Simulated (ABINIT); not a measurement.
# BaO (Fm-3m): G0W0 with ABINIT, start to end, part 3 of 3

Wanted: ground state, empty states, screening and self-energy for BaO (Fm-3m).

ABINIT 10.8.3; PBE and many-body steps on it, plane waves. Known limits of the many-body steps: not at the basis limit; screening head approximate; coarse k mesh.

So far. Step 4 (Empty states on the mesh, 4×4×4 mesh, 78 bands): On this mesh the gap is 1.888 eV. Step 5 (Screening, 4×4×4 mesh, 72 bands, screening to 98 eV): Local fields lower ε∞ by 9 %. On a Γ-centred mesh this coarse the value itself is usually too large, while a short band sum pulls it down.

The database entry behind the starting cell differs from later determinations by our own check (about 0.7 % short), so it need not match the best structure at ambient conditions.

**6. Self-energy, 4×4×4 mesh, 72 bands, screening to 98 eV**

The self-energy is evaluated for the states that the input lists, and the levels follow from it, in one-shot runs by the linearised quasiparticle equation.

This step: G0W0 on PBE with spin-orbit coupling, plane waves, norm-conserving pseudopotentials.

run.abi

```
acell 3*1.0 Angstrom
rprim 
  -0.000000000000 2.750000000000 2.750000000000
  2.750000000000 -0.000000000000 2.750000000000
  2.750000000000 2.750000000000 -0.000000000000
ntypat 2
znucl 56 8
natom 2
typat 1 2
xred 
  0.000000000000 0.000000000000 0.000000000000
  0.500000000000 0.500000000000 0.500000000000
pp_dirpath "pseudos"
pseudos "Ba.upf, O.upf"
ecut 36
nspinor 2
ngkpt 4 4 4
nshiftk 1
shiftk 0 0 0
kptopt 1
chksymbreak 0
istwfk *1
occopt 1
irdwfk 1
optdriver 4
nband 72
gwcalctyp 0
ecutsigx 36
symsigma 0
nkptgw 2
kptgw 
  0.5000000000 0.5000000000 0.0000000000
  0.0000000000 0.0000000000 0.0000000000
bdgw 
  13 20
  13 22
ecuteps 3.6
irdscr 1
ppmodel 1
indata_prefix "in"
outdata_prefix "out"
tmpdata_prefix "tmp"
```

On the command line:

```sh
$ OMP_NUM_THREADS=1 mpirun -n 4 abinit run.abi > log
```

Numbers of over 12 decimals in the logs are rounded to 6 here.

What it wrote:

```text
.Version 10.8.3 of ABINIT. v10.8.2 released Aug 2026.

 Symmetries : space group Fm -3 m (#225); Bravais cF (face-center cubic)
[... echo of the input left out ...]
== DATASET  1 ==================================================================
-   mpi_nproc: 4, omp_nthreads: 1 (-1 if OMP is not activated)

--- !DatasetInfo
iteration_state: {dtset: 1, }
dimensions: {natom: 2, nkpt: 8, mband: 72, nsppol: 1, nspinor: 2, nspden: 1, mpw: 2914, }
cutoff_energies: {ecut:  36.0, pawecutdg:  -1.0, }
electrons: {nelect:   1.60000000E+01, charge:   0.00000000E+00, occopt:   1.00000000E+00, tsmear:   1.00000000E-02, }

 SIGMA: Calculation of the GW corrections

 Based on a program developped by R.W. Godby, V. Olevano, G. Onida, and L. Reining.
 Incorporated in ABINIT by V. Olevano, G.-M. Rignanese, and M. Torrent.
.Using double precision arithmetic ; gwpc =  8

[... cell and pseudopotentials left out ...]
--------------------------------------------------------------------------------

 ==== K-mesh for the wavefunctions ====
 Number of points in the irreducible wedge :     8
[... list of points left out ...]
 Together with 48 symmetry operations and time-reversal symmetry
 yields    64 points in the full Brillouin Zone.

 ==== Q-mesh for screening function ====
 Number of points in the irreducible wedge :     8
[... list of points left out ...]
 Together with 48 symmetry operations and time-reversal symmetry
 yields    64 points in the full Brillouin Zone.

 vcoul_init : cutoff-mode = AUXILIARY_FUNCTION
 q-points for optical limit:   1
     1)      0.000010    0.000020    0.000030
 setmesh: FFT mesh size selected  =    40x   40x   40
          total number of points  =        64000

 Number of electrons calculated from density =   16.0000; Expected =   16.0000
 average of density, n =  0.057003
 r_s =    1.6119
 omega_plasma =   23.0305 [eV]

 === KS Band Gaps ===
  >>>> For spin  1
   Minimum direct gap =   1.8880 [eV], located at k-point      :   0.5000  0.5000  0.0000
   Fundamental gap    =   1.8880 [eV], Top of valence bands at :   0.5000  0.5000  0.0000
                                       Bottom of conduction at :   0.5000  0.5000  0.0000
 SIGMA fundamental parameters:
 PLASMON POLE MODEL  1
 number of plane-waves for SigmaX                 2891
 number of plane-waves for SigmaC and W             89
 number of plane-waves for wavefunctions          2891
 number of bands                                    72
 number of independent spin polarizations            1
 number of spinorial components                      2
 number of k-points in IBZ                           8
 number of q-points in IBZ                           8
 number of symmetry operations                      48
 number of k-points in BZ                           64
 number of q-points in BZ                           64
 number of frequencies for dSigma/dE                 9
 frequency step for dSigma/dE [eV]                0.25
 number of omega for Sigma on real axis              0
 max omega for Sigma on real axis  [eV]           0.00
 zcut for avoiding poles [eV]                     0.10

 EPSILON^-1 parameters (SCR file):
 dimension of the eps^-1 matrix on file             89
 dimension of the eps^-1 matrix used                89
 number of plane-waves for wavefunctions          2891
 number of bands                                    72
 number of q-points in IBZ                           8
 number of frequencies                               2
 number of real frequencies                          1
 number of imag frequencies                          1

 matrix elements of self-energy operator (all in [eV])

 Perturbative Calculation

--- !SelfEnergy_ee
iteration_state: {dtset: 1, }
kpoint     : [   0.500,    0.500,    0.000, ]
spin       : 1
KS_gap     :    1.888
QP_gap     :    2.672
Delta_QP_KS:    0.784
data: !SigmaeeData |
     Band     E0 <VxcDFT>   SigX SigC(E0)      Z dSigC/dE  Sig(E)    E-E0       E
       13   5.648 -18.678 -23.548   4.706   0.773  -0.293 -18.804  -0.127   5.521
       14   5.648 -18.678 -23.548   4.706   0.773  -0.293 -18.804  -0.127   5.521
       15   5.827 -18.723 -23.470   4.607   0.777  -0.288 -18.832  -0.109   5.718
       16   5.827 -18.723 -23.470   4.607   0.777  -0.288 -18.832  -0.109   5.718
       17   7.715  -8.669  -4.497  -3.375   0.846  -0.181  -7.994   0.675   8.389
       18   7.715  -8.669  -4.497  -3.375   0.846  -0.181  -7.994   0.675   8.389
       19  11.865 -11.621  -6.687  -3.497   0.837  -0.194 -10.417   1.204  13.068
       20  11.865 -11.621  -6.687  -3.497   0.837  -0.194 -10.417   1.204  13.068

--- !SelfEnergy_ee
iteration_state: {dtset: 1, }
kpoint     : [   0.000,    0.000,    0.000, ]
spin       : 1
KS_gap     :    4.064
QP_gap     :    4.868
Delta_QP_KS:    0.804
data: !SigmaeeData |
     Band     E0 <VxcDFT>   SigX SigC(E0)      Z dSigC/dE  Sig(E)    E-E0       E
       13   5.375 -18.453 -23.503   4.821   0.770  -0.299 -18.630  -0.176   5.199
       14   5.375 -18.453 -23.503   4.821   0.770  -0.299 -18.630  -0.176   5.199
[...]
18   9.440  -9.185  -4.941  -3.500   0.843  -0.186  -8.558   0.627  10.067
       19  10.448  -9.842  -4.966  -3.617   0.842  -0.188  -8.783   1.059  11.508
       20  10.448  -9.842  -4.966  -3.617   0.842  -0.188  -8.783   1.059  11.508
       21  10.448  -9.842  -4.968  -3.615   0.842  -0.188  -8.783   1.059  11.507
       22  10.448  -9.842  -4.968  -3.615   0.842  -0.188  -8.783   1.059  11.507

== END DATASET(S) ==============================================================
================================================================================

 -outvars: echo values of variables after computation  --------
           etotal      0.0000000000E+00
            nband          72
             nkpt           8
          spgroup         225
 [... the other variables as echoed above ...]

 Calculation completed.
```

It took 39 s on 4 MPI ranks of Arm Neoverse V1, shared host; peak memory 0.97 GiB; 2.6 min of CPU time.

This step gave:

```yaml
g0w0_gap_on_the_points_computed: 2.671 eV
starting_gap_on_the_mesh: 1.888 eV
k_of_the_valence_top: 0.5, 0.5, 0
k_of_the_conduction_bottom: 0.5, 0.5, 0
z_at_the_valence_top: 0.777
z_at_the_conduction_bottom: 0.846
least_direct_g0w0_gap_on_the_computed_points: 2.671 eV
```

The gap on the mesh goes from 1.89 eV to 2.67 eV, a correction of +0.78 eV.

Limits: finite bands, cutoff and mesh; screening head approximate; coarse k mesh. v1 is the top filled band, c1 the lowest empty one. Levels before and after the correction, in eV, zero at the valence-band top of each column:

|  | conduction bottom | valence top |
| --- | --- | --- |
| Kohn-Sham | 1.89 | 0.00 |
| G0W0 | 2.67 | 0.00 |

|  | level | energy (eV) |
| --- | --- | --- |
| Kohn-Sham | (0.5 0.5 0) v4-v3 | -0.179 |
| Kohn-Sham | (0.5 0.5 0) v2-v1 | 0.000 |
| Kohn-Sham | (0.5 0.5 0) c1-c2 | 1.888 |
| Kohn-Sham | (0.5 0.5 0) c3-c4 | 6.038 |
| G0W0 | (0.5 0.5 0) v4-v3 | -0.197 |
| G0W0 | (0.5 0.5 0) v2-v1 | 0.000 |
| G0W0 | (0.5 0.5 0) c1-c2 | 2.671 |
| G0W0 | (0.5 0.5 0) c3-c4 | 7.350 |

**7. Where the time went**

Times are wall times on 4 MPI ranks of Arm Neoverse V1, shared host, good to a factor of about two.

| step | time | share | memory (GiB) |
| --- | --- | --- | --- |
| ground state | 37 s | 23 % | 0.34 |
| bands along the symmetry lines | 27 s | 17 % | 0.34 |
| empty states on the mesh | 31 s | 20 % | 0.34 |
| screening | 25 s | 15 % | 0.84 |
| self-energy | 39 s | 25 % | 0.97 |

**8. What came out**

| Quantity | Value |
| --- | --- |
| PBE gap | 1.89 eV, direct |
| G0W0 gap on the mesh | 2.67 eV |
| GW settings | 4×4×4 mesh, 72 bands, screening to 98 eV, Godby-Needs plasmon pole |
| known limits | not at the basis limit; screening head approximate; coarse k mesh |

What this shows: G0W0 moves the gap on the mesh from 1.89 eV to 2.67 eV (+0.78 eV), with Z of 0.78 and 0.85 at the edges. Local fields lower the RPA ε∞ on this mesh from 5.06 to 4.62; a Γ-centred mesh this coarse tends to raise both, most where the direct gap is narrow, while a short band sum lowers them. Only 2 of the mesh's irreducible points were corrected, so a valley elsewhere could overtake. Bands and cutoff are finite, so the gap is not at the basis limit. The miss can reach some tenths of an eV and take either sign; the mesh is an error of its own. In the G0W0 run levels were corrected at 2 k points alone, so a gap called «on the mesh» is the least over those, and an edge elsewhere would be missed. The 4×4×4 mesh is coarse for this cell, which bears on the long-range parts of exchange and screening. The long-wavelength limit of the screening leaves out the non-local commutator, which shifts ε∞.

[Paths, hosts, dates, memory and timing lines, banners, echoed tables and standing remarks are left out of the program output.]

[Logs are printed without paths, hosts, clocks, repeated set-up lines and the standing remarks that a program may print on its own settings, such as how far it seeks lower states.]

[Runs of the session that timed out or met a known fault of the program may be left out.]

[Hosts, paths, dates, database ids (printed as entryN), source tags and the programs' standing remarks are cut or masked in the printed files.]

[G0W0 gaps are taken among the corrected bands and points alone; a level outside them can change the order at an edge.]

[Where Ansatz stands beside ABINIT at settings called matched, ABINIT's density can come from a denser mesh and the files from another edition; pairs whose starting gaps differed by over 0.03 eV were left out, so agreement reads better than it is.]
